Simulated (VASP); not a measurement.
Input of a VASP 6.6.1 run:

Contents of INCAR:

```
  ALGO = Normal
  EDIFF = 1E-7
  EDIFFG = -0.005
  ENCUT = 600
  GGA = RP
  IBRION = 2
  ISIF = 3
  ISMEAR = 0
  LASPH = True
  LCHARG = False
  LREAL = False
  LWAVE = False
  NELM = 80
  NSW = 90
  PREC = Accurate
  SIGMA = 0.02
```

Contents of KPOINTS:

```
k-points
0
Gamma
  8 8 8
```

POSCAR

```
AlP
1.0
    0.0000000000      2.7364837100      2.7364837100
    2.7364837100      0.0000000000      2.7364837100
    2.7364837100      2.7364837100      0.0000000000
Al P
1 1
Direct
    0.0000000000      0.0000000000      0.0000000000
    0.2500000000      0.2500000000      0.2500000000
```

Potentials or basis: VASP PAW PBE potentials, release 64 (Al, P).

Command:

```sh
$ cat potpaw_PBE.64/Al/POTCAR potpaw_PBE.64/P/POTCAR > POTCAR
$ mpirun -np 1 vasp_std > vasp.out
```

Question: What does it give for the band gap on the k mesh?

Answer: 1.75 eV, indirect (least direct gap 3.08 eV).

Question: Predict the relaxed cell.

Answer: a = 3.916 Å, b = 3.916 Å, c = 3.916 Å, α = 60.00°, β = 60.00°, γ = 60.00°.

Question: Estimate the space group after relaxing (to 0.05 Å).

Answer: F-43m (No. 216).

Final structure:
```xyz
2
Lattice="0.0000 2.7694 2.7694 2.7694 0.0000 2.7694 2.7694 2.7694 0.0000" Properties=species:S:1:pos:R:3 pbc="T T T"
Al    0.0000    0.0000    0.0000
P     1.3847    1.3847    1.3847
```

 Expect the measured gap to be larger: semilocal functionals such as RPBE lack the derivative discontinuity.
